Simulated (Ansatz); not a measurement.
**KBr: a single-point run**

Wanted: a converged single-point run for KBr, and a check of what comes out. The structure is shown as the input types it.

Method: density functional or hybrid calculation with the settings of its input, plane waves (as first typed), in Ansatz 0.2.0.

7 further runs of the same task are left out: 2 for a known fault of the program, 5 that didn't finish.

## 1. The structure to begin with

The structure is cubic, space group Fm-3m (No. 225). The conventional cell has a = 6.605 Å, b = 6.605 Å, c = 6.605 Å, α = 90.00°, β = 90.00°, γ = 90.00°. K (site symmetry m-3m) has 6 Br at 3.30 Å as nearest neighbours. Around Br (site symmetry m-3m) lie 6 K at 3.30 Å.

Coordinates:

```
CELL_PARAMETERS angstrom
0.00000 3.30244 3.30244
3.30244 0.00000 3.30244
3.30244 3.30244 0.00000
ATOMIC_POSITIONS crystal
K 0.00000 0.00000 0.00000
Br 0.50000 0.50000 0.50000
```

## 2. The run

input.yaml

```yaml
crystal:
  lattice:
    - [0.0, 3.3024386828, 3.3024386828]
    - [3.3024386828, 0.0, 3.3024386828]
    - [3.3024386828, 3.3024386828, 0.0]
  atoms:
    - { symbol: K, position: [0.0, 0.0, 0.0] }
    - { symbol: Br, position: [0.5, 0.5, 0.5] }
kpoints:
  mp_grid: { grid: [4, 4, 4] }
hamiltonian:
  xc: pbe
scf:
  occupations: { method: fixed }
  n_extra_bands: 5000
output:
  forces: true
  stress: true
  eigenvalues: true
```

Started as:

```
ansatz run input.yaml --threads 4 --pin off --max-ram 3686MiB --backend cpu --events-out ev --progress --plain --runs-dir out
```

What happens when this is run?

Nothing was computed: the input was turned down at the start. The line that matters: «inconsistent input (scf.n_extra_bands, basis.ecutwfc, kpoints): n_bands = 5008 exceeds the smallest per-k basis n_pw = 1387 (k-point 3, counted from 0 among those solved) — raise basis.ecutwfc or lower scf.n_extra_bands»

In the input, scf.n_extra_bands is 5000. Too few bands are solved: occupations with a smearing or a moment need empty bands above the filled ones.

Remedy: set scf.n_extra_bands to 4.
